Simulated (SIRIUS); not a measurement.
Fe: changing smearing width

```cif
data_structure
_symmetry_space_group_name_H-M 'P 1'
_symmetry_Int_Tables_number 1
_cell_length_a 2.4993
_cell_length_b 2.4993
_cell_length_c 2.4993
_cell_angle_alpha 109.471
_cell_angle_beta 109.471
_cell_angle_gamma 109.471
_cell_volume 12.02
loop_
_atom_site_label
_atom_site_type_symbol
_atom_site_fract_x
_atom_site_fract_y
_atom_site_fract_z
_atom_site_occupancy
Fe1 Fe 0.00000 0.00000 0.00000 1
```

Kept alike: task single point; functional PBE; k mesh 13 × 13 × 13; collinear spin, ferromagnetic start. Program: SIRIUS, all-electron FP-LAPW, apw+lo standard, cutoff 195 eV. The mesh is that of the run's cell of 1 atom. No spin-orbit coupling.

| smearing width | largest site moment (μB) |
| --- | --- |
| 0.01 | 2.30 |
| 0.03 | 2.30 |
| 0.1 | 2.30 |
| 0.2 | 2.31 |
| 0.3 | 2.23 |

For a metal such a mesh leaves the last digits unconverged. The runs hold the magnetic state that their start led to, which needn't be the lowest. Site moments count inside each atom's sphere or projector.

The largest site moment runs from 2.23 (0.3) to 2.31 μB (0.2).
